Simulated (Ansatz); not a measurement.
# Rb: a tetragonal deformation path

The task here is to estimate one member of a computed series from the others.

Computed with Ansatz 0.2.0 (DFT PBEsol, scalar-relativistic, plane waves, PAW, unless a step's input says otherwise).

### The starting structure

It takes space group I4/mmm (No. 139, tetragonal). The conventional cell has a = 5.909 Å, b = 5.909 Å, c = 5.462 Å, α = 90.00°, β = 90.00°, γ = 90.00°.

As a file:

```
Rb
1.0
    -2.95451    2.95451    2.73085
     2.95451   -2.95451    2.73085
     2.95451    2.95451   -2.73085
Rb
1
Cartesian
  0.0000 0.0000 0.0000
```

Source of the structure: the Materials Project (structure only).

The first run:

input.yaml reads:

```yaml
crystal:
  lattice:
    - [-2.9545118615, 2.9545118615, 2.7308451955]
    - [2.9545118615, -2.9545118615, 2.7308451955]
    - [2.9545118615, 2.9545118615, -2.7308451955]
  atoms:
    - { symbol: Rb, position: [0.0, 0.0, 0.0] }
basis:
  ecutwfc: 420
kpoints:
  mp_grid: { grid: [4, 4, 4] }
hamiltonian:
  xc: pbesol
scf:
  occupations: { method: gaussian, width: 0.1 }
output:
  forces: true
  stress: true
  eigenvalues: true
```

Command:

```sh
$ ansatz run input.yaml --threads 1 --pin off --max-ram 1228MiB --backend cpu --events-out ev --progress --plain --runs-dir out
```

Steps of the session up to this table: Quick check of gap, pressure and forces; The reference: the undisturbed cell on the scan's mesh; ρ = 0.850; Point ρ = 1.200; At ρ = 0.920; ρ = 1.100; At ρ = 0.960; ρ = 1.050; Point ρ = 0.800; At ρ = 1.300.

One of the session's tables, all rows but one given; the rest of the session is left out.

Collected from the runs (energy zero: the undisturbed cell):

```
    ρ  ΔE (meV/atom)
0.800           21.0
0.850              ?
0.920            3.2
0.960            1.1
1.000            0.0
1.050           -0.6
1.100           -0.6
1.200           -0.3
1.300           -0.6
```

Estimate the missing values for ρ = 0.850.

Worked estimate for «ΔE (meV/atom)». A straight line through the neighbours (0.800, 21.0) and (0.920, 3.2) gives 21.0 + (3.2 − 21.0) × (0.850 − 0.800) / (0.920 − 0.800) = 13.6; a parabola fitted to 3 rows on both sides gives 11.5.

The run gave: ΔE (meV/atom): 10.8. In «ΔE (meV/atom)» the line misses by +2.8 and the parabola by +0.7.
